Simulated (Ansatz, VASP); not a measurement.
# One calculation of Zr, two programs

INCAR

```
SYSTEM = Zr
ALGO = Normal ; EDIFF = 1E-7
EDIFFG = -0.01 ; ENCUT = 600
GGA = CA ; IBRION = 2
ISIF = 3 ; ISMEAR = -1
LASPH = .TRUE. ; LCHARG = .FALSE.
LREAL = .FALSE. ; LWAVE = .FALSE.
NELM = 100 ; NSW = 80
PREC = Accurate ; SIGMA = 0.1
```

Contents of KPOINTS:

```
k-points
0
G
  12 12 12
  0 0 0
```

Contents of POSCAR:

```
Zr
1.0
    0.0000000000      2.2663258114      2.2663258114
    2.2663258114      0.0000000000      2.2663258114
    2.2663258114      2.2663258114      0.0000000000
Zr
1
Direct
    0.0000000000      0.0000000000      0.0000000000
```

Input for Ansatz:

```yaml
crystal:
  lattice:
    - [0.0, 2.2663258114, 2.2663258114]
    - [2.2663258114, 0.0, 2.2663258114]
    - [2.2663258114, 2.2663258114, 0.0]
  atoms:
    - { symbol: Zr, position: [0.0, 0.0, 0.0] }
hamiltonian:
  xc: lda
  pseudopotentials:
    kind: paw
    azcp:
      Zr: "pseudopotentials/Zr.paw.azcp"
basis:
  ecutwfc: 420
  fft_grid_basis: typed
kpoints:
  mp_grid: { grid: [12, 12, 12], shift: [0, 0, 0] }
magnetization:
  spin_polarized: false
scf:
  occupations: { method: fermi_dirac, width: 0.1 }
relax:
  max_steps: 60
  f_tol: 0.01
  cell: {}
output:
  write_density: true
  write_potential: true
  elf: true
  volumetric_format: npy
```

The cell was built by a generator and needn't be a form met in nature.

Alike in both runs: task relaxation of cell and atoms; functional LDA; k mesh 12 × 12 × 12; occupations fermi-dirac, width 0.1 eV; no spin polarisation.

|  | VASP | Ansatz |
| --- | --- | --- |
| version | VASP 6.6.1 | Ansatz 0.2.0 |
| potentials or method | VASP PAW LDA potentials, release 64 (Zr_sv) | plane waves (420 eV) with PAW, scalar-relativistic |
| plane-wave cutoff (eV) | 600 | 420 |
| valence electrons in the cell | 12 | 12 |

Ansatz gave:

| Item | Value |
| --- | --- |
| relaxed volume (Å³/atom) | 21.56 |
| relaxed cell length with the largest relative difference (Å) | 3.124 |
| energy change over the relaxation (meV/atom) | -39 |

**Question.** Which values does VASP return?

**Answer.** Relaxed volume (Å³/atom): 21.56; relaxed cell length with the largest relative difference (Å): 3.124; energy change over the relaxation (meV/atom): -38.

Ansatz warned: «pseudo_functional_mismatch».
